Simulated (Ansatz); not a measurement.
## 2H-CrSSe monolayer in a perpendicular field

Aim: how the 2H-CrSSe monolayer screens a field along its normal, and what the field does to its bands. A positive field points along +c.

Calculated with Ansatz 0.2.0; plane-wave DFT, LDA, Ansatz PAW (set soft_1); PAW set soft_1, in the first sound run; inputs show where later runs differ.

## (1) The structure

The cell holds 3 atoms: 1 Se, 1 Cr and 1 S. Cell: a = 3.125 Å, b = 3.125 Å, c = 37.248 Å, α = 90.0°, β = 90.0°, γ = 120.0°. Vacuum lies along c.

## (2) Relaxation

The starting cell is a guess, so the in-plane lattice and the atoms are relaxed first, with the slab cut off from its images along the normal.

input.yaml

```yaml
crystal:
  lattice:
    - [3.125, 0.0, 0.0]
    - [-1.5625, 2.7063293868, 0.0]
    - [0.0, 0.0, 37.2484613474]
  atoms:
    - { symbol: Se, position: [0.3333333333, 0.6666666667, 0.4577370281] }
    - { symbol: Cr, position: [0.0, 0.0, 0.5030645829] }
    - { symbol: S, position: [0.3333333333, 0.6666666667, 0.5422629719] }
  periodic: [true, true, false]
kpoints:
  mp_grid: { grid: [12, 12, 1] }
hamiltonian:
  xc: lda
  pseudopotentials: { kind: paw, azcp: { folder: soft_1 }, xc_functional: pbe }
scf:
  occupations: { method: fermi_dirac, width: 0.05 }
  convergence: { dr2_threshold: 1.0e-09 }
relax:
  f_tol: 0.004
  max_steps: 90
  cell: {}
output:
  write_potential: true
  write_density: true
  volumetric_format: npy
```

Started as:

```sh
$ ansatz run input.yaml --threads 4 --pin off --max-ram 6144MiB --backend cpu --events-out ev --progress --plain --runs-dir out
```

Numbers of over 12 decimals in the logs are rounded to 6 here.

Output:

```text
Warning: relax.cell: scf.convergence.dr2_threshold = 1e-9 eV is looser than the 1.73528729265e-10 eV advised for a relaxation that steers and ends on the stress (1e-10 eV for each atom of the cell: 3, times the square of relax.cell.stress_2d_tol = 0.05 N/m over 13.1 Å (the atoms' height at the walk's start and 5 Å past either face), 3.803e-2 GPa, over a crystal's default 0.05). What an SCF threshold leaves in a stress goes as its square root, and in the free energy as the threshold itself, and one threshold admits the most on a small cell: [figures from the program's tests cut] Set scf.convergence.dr2_threshold to 1.73528729265e-10 eV or tighter. [rest of the remark cut]
Engine: ansatz 0.2.0, aarch64-unknown-linux-gnu
Pseudopotentials: kind: paw
Pseudopotential: Se, paw, valence charge 16, recommended cutoff 420 eV (normal), soft_1/Se.paw.azcp
Pseudopotential: Cr, paw, valence charge 14, recommended cutoff 420 eV (normal), soft_1/Cr.paw.azcp
Pseudopotential: S, paw, valence charge 6, recommended cutoff 420 eV (normal), soft_1/S.paw.azcp
Functional definition: SPW92
  exchange = slater_x
  correlation = pw_c
Crystal: 3 atoms, lattice volume = 315.021 Å³
Basis set: ecut = 420 eV, 6113 PW (Γ)
Bands: 22, of which v1, the nominal top of the filled ones, is band 18 counted from 1 (17 counted from 0)
Symmetry: 6 space group operations
Space group: P3m1 (ITA 156), of the structure as read, at distance tolerance 6.8e-5 Å
k-points: 19 of 144 (time reversal used)
Non-local potential: Se, projectors of the file, l = 0: 2, l = 1: 2, l = 2: 3, l = 3: 1
Non-local potential: Cr, projectors of the file, l = 0: 3, l = 1: 2, l = 2: 3, l = 3: 1
Non-local potential: S, projectors of the file, l = 0: 2, l = 1: 2, l = 2: 1
PAW form: soft (Blöchl's): semilocal exchange-correlation on the pseudo side does not see the compensation charge
PAW frozen core: Se, regenerated for the run's functional, and the local potential with it (the file was generated under x = pbe(κ = 0.804, μ = 0.219515), c = pbe(β = 0.066725))
PAW frozen core: Cr, regenerated for the run's functional, and the local potential with it (the file was generated under x = pbe(κ = 0.804, μ = 0.219515), c = pbe(β = 0.066725))
PAW frozen core: S, regenerated for the run's functional, and the local potential with it (the file was generated under x = pbe(κ = 0.804, μ = 0.219515), c = pbe(β = 0.066725))
PAW one-centre angular grid: Se, 590 points (default); XC on 64 Gauss nodes
PAW one-centre angular grid: Cr, 590 points (default); XC on 64 Gauss nodes
PAW one-centre angular grid: S, 110 points (default); XC on 64 Gauss nodes
Initial density: superposition of atomic densities (neutral atoms: chi_scale 0, normalization atom)
Initial wavefunctions: pseudopotential atomic-orbital guess
Functional: x = slater, c = lda
SCF iter   1: F=—  HF=-9580.684867 eV  |F-HF|=—  |Δ(HF+E_count)|=         —  Δρ=7.71e-2  dr2=2.24e1  ethr=3.10e-3  ⟨swp⟩=16.3  Hψ=3613  notcnv=0
preconditioner: auto → Resta (q_TF=auto, 1.901 Å⁻¹)  ε∞=2.1  [insulator: Δε(μ)=1.080 eV  Ē_g=8.314 eV  σ=0.050 eV  W_gap=1.00  n_scr=22 (ndim 8)  ℏωp=8.9 eV  f_vac=0.804  D(μ)=0.00/eV (n_scr^D=0)  ε∞_Penn≈2.1  vacuum switching on, ρ_ref=5.0e-3 e/Å³]
SCF iter   2: F=—  HF=-9598.680569 eV  |F-HF|=—  |Δ(HF+E_count)|=    1.80e1  Δρ=2.39e-1  dr2=2.61e2  ethr=3.10e-3  ⟨swp⟩=5.6  Hψ=1638  notcnv=0  recentre
preconditioner: auto → LDOS  [metal: Δε(μ)=0.087 eV  Ē_g=7.168 eV  σ=0.050 eV  W_gap=0.40  n_scr=22 (ndim 8)  ℏωp=8.9 eV  f_vac=0.806  D(μ)=3.83/eV (n_scr^D=16)  β→1.0]
SCF iter   3: F=—  HF=-9578.399364 eV  |F-HF|=—  |Δ(HF+E_count)|=    2.03e1  Δρ=4.25e-2  dr2=6.71e0  ethr=3.10e-3  ⟨swp⟩=5.1  Hψ=1372  notcnv=0
SCF iter   4: F=—  HF=-9578.172204 eV  |F-HF|=—  |Δ(HF+E_count)|=   2.27e-1  Δρ=1.76e-2  dr2=8.86e0  ethr=3.10e-3  ⟨swp⟩=4.6  Hψ=1246  notcnv=0
SCF iter   5: F=—  HF=-9577.559280 eV  |F-HF|=—  |Δ(HF+E_count)|=   6.13e-1  Δρ=8.65e-3  dr2=3.42e-1  ethr=3.10e-3  ⟨swp⟩=3.6  Hψ=747  notcnv=0
SCF iter   6: F=—  HF=-9577.532979 eV  |F-HF|=—  |Δ(HF+E_count)|=   2.63e-2  Δρ=1.61e-3  dr2=2.25e-2  ethr=9.50e-4  ⟨swp⟩=2.9  Hψ=762  notcnv=0
SCF iter   7: F=—  HF=-9577.532962 eV  |F-HF|=—  |Δ(HF+E_count)|=   1.69e-5  Δρ=1.03e-3  dr2=3.83e-3  ethr=6.26e-5  ⟨swp⟩=3.3  Hψ=897  notcnv=0
SCF iter   8: F=—  HF=-9577.532577 eV  |F-HF|=—  |Δ(HF+E_count)|=   3.84e-4  Δρ=1.65e-4  dr2=7.40e-5  ethr=1.06e-5  ⟨swp⟩=2.9  Hψ=631  notcnv=0
SCF iter   9: F=—  HF=-9577.532628 eV  |F-HF|=—  |Δ(HF+E_count)|=   5.09e-5  Δρ=4.97e-5  dr2=1.99e-5  ethr=2.06e-7  ⟨swp⟩=3.3  Hψ=935  notcnv=0
SCF iter  10: F=—  HF=-9577.532605 eV  |F-HF|=—  |Δ(HF+E_count)|=   2.32e-5  Δρ=3.64e-5  dr2=7.15e-6  ethr=5.53e-8  ⟨swp⟩=2.7  Hψ=831  notcnv=0
SCF iter  11: F=—  HF=-9577.532606 eV  |F-HF|=—  |Δ(HF+E_count)|=   1.02e-6  Δρ=5.11e-6  dr2=1.20e-7  ethr=1.99e-8  ⟨swp⟩=2.3  Hψ=603  notcnv=0
SCF iter  12: F=—  HF=-9577.532538 eV  |F-HF|=—  |Δ(HF+E_count)|=   6.86e-5  Δρ=2.02e-6  dr2=1.73e-8  ethr=3.34e-10  ⟨swp⟩=3.2  Hψ=803  notcnv=0
SCF iter  13: F=—  HF=-9577.532538 eV  |F-HF|=—  |Δ(HF+E_count)|=   1.66e-9  Δρ=4.87e-7  dr2=1.77e-9  ethr=4.79e-11  ⟨swp⟩=3.0  Hψ=801  notcnv=0
SCF iter  14: F=—  HF=-9577.532538 eV  |F-HF|=—  |Δ(HF+E_count)|=  4.18e-11  Δρ=2.43e-7  dr2=1.37e-9  ethr=2.78e-12  ⟨swp⟩=12.2  Hψ=3036  notcnv=0
SCF iter  15: F=-9577.532538 eV  HF=-9577.532538 eV  |F-HF|=6.37e-11  |Δ(HF+E_count)|=  1.35e-10  Δρ=9.43e-8  dr2=5.24e-11  ethr=2.78e-12  ⟨swp⟩=8.6  Hψ=2598  notcnv=0
SCF 1 converged in 15 iterations: F = -9577.532538 eV  dr2 = 5.24e-11
  greatest PAW one-centre occupation: 1.001 electrons in one spin orbital (limit 2), on the Cr atom at site 1 (counted from 0), in its partial waves of l = 0
relax step   1: F+E_penalty+E_count = -9577.53253753 eV  Δ(F+E_penalty+E_count) = +0.000e0 eV  max|allowed force component| = 1.585e0 eV/Å  Δτ_max = 0.0000 Å  P = -6.090 N/m  Ω = 315.021 Å³  fix = [c, alpha, beta]  reactions: c +0.000 N/m  (15 SCF iters, accepted)
Crystal: 3 atoms, lattice volume = 307.054 Å³
Basis set: ecut = 420 eV, 5981 PW (Γ)
Initial density: handed on by an earlier stage of this run
Initial wavefunctions: those handed on with the density
iter 1 solved again at ethr=2.44e-4 eV; its pass at ethr=3.10e-3 eV (dr2=8.79e-2 eV) is discarded
SCF iter   1: F=—  HF=-9577.726241 eV  |F-HF|=—  |Δ(HF+E_count)|=         —  Δρ=4.30e-3  dr2=8.99e-2  ethr=2.44e-4  ⟨swp⟩=2.7  Hψ=3535  notcnv=0
[...]
preconditioner: auto → Resta (q_TF=auto, 1.917 Å⁻¹)  ε∞=2.5  [insulator: Δε(μ)=1.003 eV  Ē_g=7.384 eV  σ=0.050 eV  W_gap=1.00  n_scr=22 (ndim 8)  ℏωp=9.1 eV  f_vac=0.811  D(μ)=0.00/eV (n_scr^D=0)  ε∞_Penn≈2.5  vacuum switching on, ρ_ref=4.0e-3 e/Å³]
SCF iter   2: F=—  HF=-9577.733625 eV  |F-HF|=—  |Δ(HF+E_count)|=   2.52e-4  Δρ=2.50e-3  dr2=3.13e-2  ethr=2.74e-5  ⟨swp⟩=3.1  Hψ=962  notcnv=0  recentre
SCF iter   3: F=—  HF=-9577.731606 eV  |F-HF|=—  |Δ(HF+E_count)|=   2.02e-3  Δρ=1.23e-3  dr2=5.19e-3  ethr=2.74e-5  ⟨swp⟩=3.5  Hψ=926  notcnv=0
SCF iter   4: F=—  HF=-9577.730902 eV  |F-HF|=—  |Δ(HF+E_count)|=   7.03e-4  Δρ=3.56e-4  dr2=8.98e-4  ethr=1.44e-5  ⟨swp⟩=2.5  Hψ=621  notcnv=0
SCF iter   5: F=—  HF=-9577.730833 eV  |F-HF|=—  |Δ(HF+E_count)|=   6.91e-5  Δρ=1.68e-4  dr2=5.93e-5  ethr=2.50e-6  ⟨swp⟩=2.5  Hψ=561  notcnv=0
SCF iter   6: F=—  HF=-9577.730824 eV  |F-HF|=—  |Δ(HF+E_count)|=   9.67e-6  Δρ=5.37e-5  dr2=8.91e-6  ethr=1.65e-7  ⟨swp⟩=3.6  Hψ=896  notcnv=0
SCF iter   7: F=—  HF=-9577.730827 eV  |F-HF|=—  |Δ(HF+E_count)|=   3.12e-6  Δρ=1.40e-5  dr2=9.01e-7  ethr=2.48e-8  ⟨swp⟩=2.9  Hψ=747  notcnv=0
SCF iter   8: F=—  HF=-9577.730741 eV  |F-HF|=—  |Δ(HF+E_count)|=   8.61e-5  Δρ=3.26e-6  dr2=4.46e-8  ethr=2.50e-9  ⟨swp⟩=2.5  Hψ=694  notcnv=0
SCF iter   9: F=—  HF=-9577.730741 eV  |F-HF|=—  |Δ(HF+E_count)|=   1.55e-7  Δρ=1.70e-6  dr2=1.17e-8  ethr=1.24e-10  ⟨swp⟩=3.1  Hψ=787  notcnv=0
SCF iter  10: F=-9577.730741 eV  HF=-9577.730741 eV  |F-HF|=1.04e-10  |Δ(HF+E_count)|=   1.40e-8  Δρ=2.72e-7  dr2=3.68e-10  ethr=2.78e-12  ⟨swp⟩=11.1  Hψ=3638  notcnv=0
SCF 3 converged in 10 iterations: F = -9577.730741 eV  dr2 = 3.68e-10
relax step   3: F+E_penalty+E_count = -9577.73074088 eV  Δ(F+E_penalty+E_count) = -1.743e-2 eV  max|allowed force component| = 1.227e-1 eV/Å  Δτ_max = 0.0245 Å  P = -0.053 N/m  Ω = 298.952 Å³  energy of the carried Pulay correction = +7.393e-4 eV  fix = [c, alpha, beta]  reactions: c -0.000 N/m  (10 SCF iters, accepted)
[...]
relax step   4: F+E_penalty+E_count = -9577.73105928 eV  Δ(F+E_penalty+E_count) = -3.184e-4 eV  max|allowed force component| = 1.566e-2 eV/Å  Δτ_max = 0.0034 Å  P = -0.002 N/m  Ω = 298.964 Å³  energy of the carried Pulay correction = +7.387e-4 eV  fix = [c, alpha, beta]  reactions: c -0.000 N/m  (9 SCF iters, accepted)
[...]
relax step   5: F+E_penalty+E_count = -9577.73106550 eV  Δ(F+E_penalty+E_count) = -6.226e-6 eV  max|allowed force component| = 2.889e-4 eV/Å  Δτ_max = 0.0004 Å  P = +0.001 N/m  Ω = 298.938 Å³  energy of the carried Pulay correction = +7.400e-4 eV  fix = [c, alpha, beta]  reactions: c +0.000 N/m  (7 SCF iters, accepted)
Initial wavefunctions: pseudopotential atomic-orbital guess (no wavefunctions were taken with the density)
iter 1 solved again at ethr=6.54e-7 eV; its pass at ethr=3.10e-3 eV (dr2=2.35e-4 eV) is discarded
SCF iter   1: F=—  HF=-9577.730360 eV  |F-HF|=—  |Δ(HF+E_count)|=         —  Δρ=2.73e-5  dr2=3.51e-7  ethr=6.54e-7  ⟨swp⟩=5.9  Hψ=5174  notcnv=0
eigensolver tolerance schedule: the retry pair's looser diagonalisation over-reported the residual by 669.10 of it (diagonalisation noise at 0.16 of the residual, at the tolerance the schedule requests for it); recorded, not acted on — ethr = c·dr2/N_el stays at c = 1.0e-1
SCF iter   2: F=—  HF=-9577.730342 eV  |F-HF|=—  |Δ(HF+E_count)|=   1.80e-5  Δρ=1.45e-5  dr2=1.40e-7  ethr=9.76e-10  ⟨swp⟩=4.5  Hψ=1255  notcnv=0
SCF iter   3: F=—  HF=-9577.730342 eV  |F-HF|=—  |Δ(HF+E_count)|=   1.64e-7  Δρ=1.80e-5  dr2=1.41e-6  ethr=3.89e-10  ⟨swp⟩=3.0  Hψ=830  notcnv=0  recentre
SCF iter   4: F=—  HF=-9577.730342 eV  |F-HF|=—  |Δ(HF+E_count)|=   1.19e-7  Δρ=4.81e-6  dr2=5.84e-8  ethr=3.89e-10  ⟨swp⟩=2.9  Hψ=755  notcnv=0
SCF iter   5: F=—  HF=-9577.730342 eV  |F-HF|=—  |Δ(HF+E_count)|=   1.97e-9  Δρ=7.20e-7  dr2=1.25e-9  ethr=1.62e-10  ⟨swp⟩=1.9  Hψ=467  notcnv=0
SCF iter   6: F=-9577.730342 eV  HF=-9577.730342 eV  |F-HF|=8.31e-10  |Δ(HF+E_count)|=  2.56e-10  Δρ=4.20e-7  dr2=8.66e-10  ethr=2.78e-12  ⟨swp⟩=16.0  Hψ=3597  notcnv=0
SCF 6 converged in 6 iterations: F = -9577.730342 eV  dr2 = 8.66e-10
relax step   6: F+E_penalty+E_count = -9577.73034176 eV  Δ(F+E_penalty+E_count) = +7.237e-4 eV  max|allowed force component| = 6.588e-4 eV/Å  Δτ_max = 0.0000 Å  P = -0.000 N/m  Ω = 298.938 Å³  fix = [c, alpha, beta]  reactions: c -0.000 N/m  stress off target by 6.17e-5 N/m on what of the cell is left free  SCF on the basis re-selected at this cell (its energy is not comparable with the rows above)  (6 SCF iters)
basis re-selected at this cell: Δ(F+E_penalty+E_count) = +7.237e-4 eV, ΔP = -0.001 N/m vs the last step (what re-selecting the basis moved, of the pressure what is left beyond the Pulay correction that the steps carried, after the strain that the cell walked since its last selection, with what the two solves' SCF thresholds leave and, on support functions, any second-order correction that the steps lacked; it is no m [...]
WARN: The output density's exchange-correlation potential varies sharply where the density is thin. Do not read a vacuum level from v_tot or v_xc, or from such a field of the output density. On a cell that repeats whose density bears no net charge and no dipole along the vacuum's axis use v_es (v_loc + v_h of the components); under efield.dipole_correction with no amplitude use v_es + v_field, which holds any externa [...]
SCF converged after 6 iterations
Free energy (F): -9577.730342 eV
Harris-Foulkes:  -9577.730342 eV  (|F-HF|=8.31e-10)
Internal energy: -9577.730338 eV  (E = F + TS)
E sigma→0 (E₀):  -9577.730340 eV
Entropy (-TS):   -0.000003 eV (-0.001 meV/atom)
Fermi energy:    -5.284825 eV
--- Per-component energies (eV) ---
  E_band       = -1173.386689
  E_kinetic    = 525.814112
  E_local      = -119769.222962  (includes V_loc(G=0)·N_el)
  E_nonlocal   = -268.095095
  E_hartree    = 59568.580881
  E_xc         = -290.311677
  E_vxc        = -323.635548  (∫ρ·V_xc dr)
  E_paw        = -3787.216608  (= ΣΔE_a)
  E_vpaw       = -475.405257  (= ΣTr[D̂ρ^β])
  E_aug_tail   = 0.000425  (compensation charges beyond the density's cutoff)
  E_ewald      = 54439.984903
  E_core_change = 2.735683  (= ΣΔE_core)
  E_smearing   = -0.000003  (= −TS)
  E_closure    = 0.000000  (closes the sum)
  Σ components = -9577.730342   (vs F -9577.730342, Δ=0.00e0)
--- Forces (eV/Å), atoms counted from 1 ---
  atom   1  Se     0.00000000    -0.00000000    -0.00077791
  atom   2  Cr     0.00000000     0.00000000    -0.00001107
  atom   3  S      0.00000000    -0.00000000     0.00043166
  max |Σ_I F_I| component: 3.57e-4 eV/Å
--- 2D stress c σ (N/m, compression-positive) ---
       -0.000062       0.000000       0.000000
        0.000000      -0.000062       0.000000
        0.000000       0.000000      -0.000000
  P = ½ c Tr σ = -0.0001 N/m
--- Band table (eV; the first three rows and the last of 19) ---
  k-point 0: bands = [... 14 lower, -7.7471, -6.6824, -6.6824, -5.8817, -2.7388, -2.7388, -2.2809, -2.2809]
  k-point 1: bands = [... 14 lower, -7.6967, -6.7949, -6.7385, -5.8847, -3.0609, -2.8736, -2.7541, -2.4123]
  k-point 2: bands = [... 14 lower, -7.6181, -7.0034, -6.9506, -5.9904, -3.8430, -3.5030, -3.1104, -2.4174]
  k-point 18: bands = [... 14 lower, -9.3903, -9.2172, -7.4965, -5.7878, -4.8050, -3.8583, -3.5102, -2.0089]
  the weakly bound empty levels are not read free of the cell's end (no_gap_told)
--- Relaxed structure (5 steps of the walk, 5 accepted, 1 SCFs on fresh bases) ---
  F+E_penalty+E_count = -9577.73034176 eV   max|allowed force component| = 6.588e-4 eV/Å   (the final SCF, on the basis selected at the relaxed cell)
  cell:  # Å, volume = 298.9380 Å³
    - [3.044185, -5.981510445118681e-18, 0]
    - [-1.522093, 2.636342, 0]
    - [0, 0, 37.2484613474]
  atoms:
    - { symbol: Se, position: [0.333333, 0.666667, 0.459830] }
    - { symbol: Cr, position: [0, -3.700743415524894e-17, 0.502634] }
    - { symbol: S, position: [0.333333, 0.666667, 0.540601] }
```

The job ended after 21 s (4 threads of Arm Neoverse V2, shared host; peak memory 0.58 GiB).

Step by step:

| step | energy less that of the first step (eV) | largest force component (eV/Å) | volume (Å³) |
| --- | --- | --- | --- |
| 1 | 0.0000 | 1.5851 | 315.02 |
| 2 | -0.1808 | 0.3528 | 307.05 |
| 3 | -0.1982 | 0.1227 | 298.95 |
| 4 | -0.1985 | 0.0157 | 298.96 |
| 5 | -0.1985 | 0.0003 | 298.94 |
| 6* | -0.1978 | 0.0007 | 298.94 |

Relaxation steps marked * repeat the geometry before them on a plane-wave basis chosen anew for their cell, so energy and pressure can jump there.

Forces are held to the 6 operations that the run works with; a distortion that breaks them can't arise in this run.

| cell as run | before | after | change |
| --- | --- | --- | --- |
| a (Å) | 3.125 | 3.044 | -2.6 % |
| b (Å) | 3.125 | 3.044 | -2.6 % |

The atoms that moved most (Å, along periodic axes as changes of fractional coordinates times the final cell, across vacuum about the mean position):

| atom | dx | dy | dz | length |
| --- | --- | --- | --- | --- |
| Se1 | 0.000 | 0.000 | 0.078 | 0.078 |
| S3 | 0.000 | 0.000 | -0.062 | 0.062 |
| Cr2 | 0.000 | 0.000 | -0.016 | 0.016 |

The relaxed structure:

```cif
data_structure
_symmetry_space_group_name_H-M 'P 1'
_symmetry_Int_Tables_number 1
_cell_length_a 3.0442
_cell_length_b 3.0442
_cell_length_c 37.2485
_cell_angle_alpha 90.000
_cell_angle_beta 90.000
_cell_angle_gamma 120.000
_cell_volume 298.94
loop_
_atom_site_label
_atom_site_type_symbol
_atom_site_fract_x
_atom_site_fract_y
_atom_site_fract_z
_atom_site_occupancy
Se1 Se 0.33333 0.66667 0.45983 1
Cr2 Cr 0.00000 0.00000 0.50263 1
S3 S 0.33333 0.66667 0.54060 1
```

The lattice constant a goes from 3.125 to 3.044 Å.

(Part 1 of 4 ends here.)

[Logs are printed without paths, hosts, clocks, repeated set-up lines and the standing remarks that a program may print on its own settings, such as how far it seeks lower states.]

[Hosts, paths, dates, database ids (printed as entryN), source tags and the programs' standing remarks are cut or masked in the printed files.]

[Maps of the electrostatic potential energy from Ansatz leave out the sawtooth potential of an applied field or a dipole correction, so their vacuum need not be flat; planar profiles and work functions include it.]
